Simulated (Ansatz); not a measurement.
GaN:

```
Ga N
1.0
     0.00000    2.25350    2.25350
     2.25350    0.00000    2.25350
     2.25350    2.25350    0.00000
Ga N
1 1
Direct
  0.00000 0.00000 0.00000
  0.25000 0.25000 0.25000
```

The cell is a database's computed one.

Base run:

* Program: Ansatz 0.2.0
* Functional: LDA
* Potentials or basis: all-electron LAPW, scalar-relativistic
* Cutoff: 422 eV
* Density cutoff: 1687 eV
* Basis error allowed: 0.001 eV/atom
* k mesh: 10 × 10 × 10
* Occupations: fermi-dirac, width 0.05 eV
* Spin: no spin polarisation

Its results: band gap on the k mesh 1.74 eV, direct; pressure -6.3 GPa.

Task: The run is repeated on the same cell with these changes: functional from LDA to PBEsol. What comes out?

Result: Band gap on the k mesh 1.68 eV, direct; pressure -1.1 GPa.

PBEsol binds less tightly than LDA, so the same cell stands under more pressure.

Not every run made on this cell is shown here.
